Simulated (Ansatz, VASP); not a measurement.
## One calculation of ZnSe, two programs

File INCAR:

```
PREC = Accurate ; ENCUT = 520
EDIFF = 1E-7 ; ISMEAR = -1
SIGMA = 0.03 ; LREAL = False
LASPH = True ; NELM = 80
ALGO = Normal ; ISIF = 2
LWAVE = False ; LCHARG = False
GGA = CA ; NBANDS = 16
```

KPOINTS

```
Automatic mesh
0
Gamma
  8 8 8
```

File POSCAR:

```
ZnSe
1.0
    0.0000000000      2.7771240000      2.8338000000
    2.7771240000      0.0000000000      2.8338000000
    2.7771240000      2.7771240000      0.0000000000
Zn Se
1 1
Direct
    0.0000000000      0.0000000000      0.0000000000
    0.7500000000      0.7500000000      0.7500000000
```

Input for Ansatz:

```yaml
crystal:
  lattice:
    - [0.0, 2.777124, 2.8338]
    - [2.777124, 0.0, 2.8338]
    - [2.777124, 2.777124, 0.0]
  atoms:
    - { symbol: Zn, position: [0.0, 0.0, 0.0] }
    - { symbol: Se, position: [0.75, 0.75, 0.75] }
kpoints:
  mp_grid: { grid: [8, 8, 8] }
  band_path:
    path:
      - [0.0, 0.0, 0.0]
      - [0.5, 0.0, 0.5]
      - [0.75, 0.25, 0.5]
      - [0.5, 0.5, 0.5]
      - [0.0, 0.0, 0.0]
      - [0.5, 0.5, 0.0]
      - [0.62995, 0.62995, 0.2599]
      - [0.37005, 0.37005, 0.7401]
      - [0.0, 0.0, 0.0]
    npoints: 5
scf:
  occupations: { method: fermi_dirac, width: 0.03 }
hamiltonian:
  xc: lda
  pseudopotentials: { kind: all_electron, lapw: { basis_error: 0.00025 } }
output:
  forces: true
  stress: true
  eigenvalues: true
```

Change from the starting cell: equal xx and yy strain of -2 %.

Alike in both runs: task single point; functional LDA; k mesh 8 × 8 × 8; occupations fermi-dirac, width 0.03 eV; no spin polarisation.

```csv
,VASP,Ansatz
version,VASP 6.6.1,Ansatz 0.2.0
potentials or method,"VASP PAW LDA potentials, release 64 (Zn, Se)","all-electron LAPW, scalar-relativistic"
plane-wave cutoff (eV),520,see its input
```

Ansatz gave:

| Quantity | Value |
| --- | --- |
| gap on the k mesh at the Fermi level (eV) | 1.17 |
| pressure (GPa) | -0.9 |
| largest component of the traceless stress (GPa) | 0.55 |

Question: What did VASP give for the same quantities?

Answer: gap on the k mesh at the Fermi level (eV): 1.21; pressure (GPa): -0.6; largest component of the traceless stress (GPa): 0.54.

Ansatz ran all-electron here, so the differences hold the error of VASP's frozen core and of both bases.
